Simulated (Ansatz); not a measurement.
Runs of Ansatz 0.2.0 on Ca. The structure is tetragonal, space group I4/mmm (No. 139). Conventional cell: a = 4.410 Å, b = 4.410 Å, c = 4.392 Å, α = 90.00°, β = 90.00°, γ = 90.00°. Around Ca (site symmetry 4/mmm) lie 8 Ca at 3.81 Å. This isn't the form of Ca at room conditions, which is fcc.

```csv
task,level,potentials or basis,spin,cell,k mesh,cutoff (eV),smearing,broadening,points for each segment of the path,gap on the mesh (eV),pressure (GPa),relaxed volume (Å³/atom)
single point,LDA,Ansatz PAW,off,"another cell of the same crystal, with 1 atom",9 × 9 × 9,420,gaussian 0.1 eV,-,-,none,-1.9,-
electron localisation function,LDA,Ansatz PAW,off,as given,9 × 9 × 9,420,fermi-dirac 0.05 eV,-,-,none,-1.9,-
optical spectrum,LDA,Ansatz PAW,off,cell strained at random at fixed volume,9 × 9 × 9,420,tetrahedron,0.1 eV,-,none,-,-
relaxation of cell and atoms,r2SCAN+D3(BJ),Ansatz PAW,off,relaxed,9 × 9 × 9,500,fermi-dirac 0.05 eV,-,-,none,0.0,(a)
projected density of states,CAM-B3LYP,Ansatz PAW earlier set,off,as given,6 × 6 × 6,520,gaussian 0.05 eV,-,-,none,-,-
relaxation of cell and atoms,HSE06,Ansatz PAW earlier set,off,relaxed,6 × 6 × 6,520,gaussian 0.025 eV,-,-,none,-,44.41
single point,CAM-B3LYP+D3(BJ),Ansatz PAW,off,as given,6 × 6 × 6,420,fermi-dirac 0.1 eV,-,-,none,-,-
band structure,HSE03,Ansatz PAW,"collinear, ferromagnetic start",as given,6 × 6 × 6,420,gaussian 0.02 eV,-,4,none,-,-
relaxation of cell and atoms,r2SCAN,Ansatz PAW,off,relaxed,9 × 9 × 9,500,fermi-dirac 0.05 eV,-,-,none,0.0,43.33
projected density of states,r2SCAN0,Ansatz PAW,off,as given,6 × 6 × 6,500,fermi-dirac 0.01 eV,-,-,none,-,-
atomic charges,r2SCANh+D4,Ansatz PAW polarizable,off,as given,6 × 6 × 6,500,fermi-dirac 0.1 eV,-,-,none,-,-
relaxation of cell and atoms,r2SCAN+D3(BJ)+ATM,Ansatz PAW,off,relaxed,9 × 9 × 9,500,fermi-dirac 0.05 eV,-,-,none,0.0,42.49
```

Task: Fill in the values left out.

Result: (a) 42.36.

Caveats: the PAW data sets come from PBE, with cores solved anew for the run's functional, which leaves a small shift of forces and pressure; the plane-wave basis is chosen anew once the cell has moved, so the energies of steps on either side of that aren't comparable (some runs); pairwise dispersion overbinds metals, which lowers pressure and volume (some runs); the potentials were made for another functional, which shifts forces and pressure (some runs); the density of states is complete only up to the lowest level of the last band computed (some runs).

A k mesh can miss the band edges.

A gap of «none» marks a metal or a gap under the smearing width.

Not every run made on this cell is shown here.
